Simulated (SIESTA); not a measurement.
Ru under changes of volume

One of the cells (13.575 Å³/atom); the others are scaled copies at fixed shape and fractional positions:

```xyz
2
Lattice="2.7058 0.0000 0.0000 -1.3529 2.3433 0.0000 0.0000 0.0000 4.2819" Properties=species:S:1:pos:R:3 pbc="T T T"
Ru    1.3529    0.7811    3.2114
Ru    0.0000    1.5622    1.0705
```

| Quantity | Value |
| --- | --- |
| Program | SIESTA 5.4.2 |
| Functional | PBE |
| Potentials or basis | PseudoDojo 0.4 standard (PBE files) |
| Basis | SZ (energy shift 0.003 Ry) |
| Grid cutoff | 800 Ry |
| Energy shift | 0.003 Ry |
| k mesh | 11 × 11 × 6 |
| Occupations | fermi-dirac, width 0.05 eV |
| Spin | no spin polarisation |

```csv
volume (Å³/atom),energy over the lowest point (meV/atom),pressure (GPa)
12.760,190.38,44.2
13.032,124.28,34.3
13.303,73.80,25.5
13.575,37.62,17.5
13.846,14.35,10.4
14.118,?,?
14.389,0.00,-1.4
```

Problem. What does the run at 14.118 Å³/atom give?

Solution. Energy over the lowest point 2.24 meV/atom; pressure 4.3 GPa.

Worked out: A Birch-Murnaghan fit of order 3 (a polynomial in V^(-2/3)) to the other rows has its minimum at 14.31 Å³/atom with B0 = V·E''(V) = 291 GPa and B' = 4.9 at fixed shape and positions, which overstates the stiffness. It gives 2.06 meV/atom at 14.118 Å³/atom, against the run's 2.24, and -dE/dV = 4.1 GPa, against 4.3.

Energies are extrapolated to zero smearing.

Caveats: the basis has no polarisation orbitals; the basis of atomic orbitals isn't converged, which shifts pressures, moduli and gaps.
